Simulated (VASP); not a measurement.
## Br: single point with r2SCAN

Crystal: Br.

```
Br
1.0
    -1.42350    1.42350    3.57750
     1.42350   -1.42350    3.57750
     1.42350    1.42350   -3.57750
Br
1
Direct
  0.00000 0.00000 0.00000
```

```yaml
Program: VASP 6.6.1
Task: single point
Functional: r2SCAN
Potentials_or_basis: VASP PAW PBE potentials, release 64 (Br)
Cutoff: 520 eV
k_mesh: 12 × 12 × 12
Occupations: methfessel-paxton, width 0.25 eV
Spin: no spin polarisation
Dipole_correction: no
Further_INCAR_settings: ALGO = Normal; EDIFF = 1e-07; NBANDS = 10
```

```yaml
Pressure: 0.5 GPa
Band_gap_on_the_k_mesh: none (metal or under the smearing width)
```

Stress tensor (GPa, compression positive):
```
0.49 0.00 0.00
0.00 0.49 0.00
0.00 0.00 0.39
```

Levels at points of the mesh, in eV from the Fermi level:
```tsv
k point	band 1	band 2	band 3	band 4	band 5	band 6	band 7	band 8
(0.00, 0.00, 0.00)	-16.94	-2.46	1.00	1.00	5.97	10.42	11.13	16.65
(0.50, 0.00, 0.00)	-15.19	-6.06	-2.04	1.93	6.82	12.79	13.59	15.55
(0.50, 0.50, 0.00)	-13.58	-4.70	-4.42	-0.74	5.98	8.85	13.20	14.64
(0.50, 0.50, 0.50)	-16.68	-4.67	0.82	0.82	9.87	10.11	12.54	18.05
```

It took 2.6 min on 1 thread of Intel(R) Xeon(R) Platinum 8488C (Sapphire Rapids), on a shared host, peak memory 0.2 GiB.

Caveat: the PAW data sets were made with another functional, which shifts forces and pressure a little; an odd number of electrons without spin polarisation forces a metal; a magnetic or distorted state may lie lower.
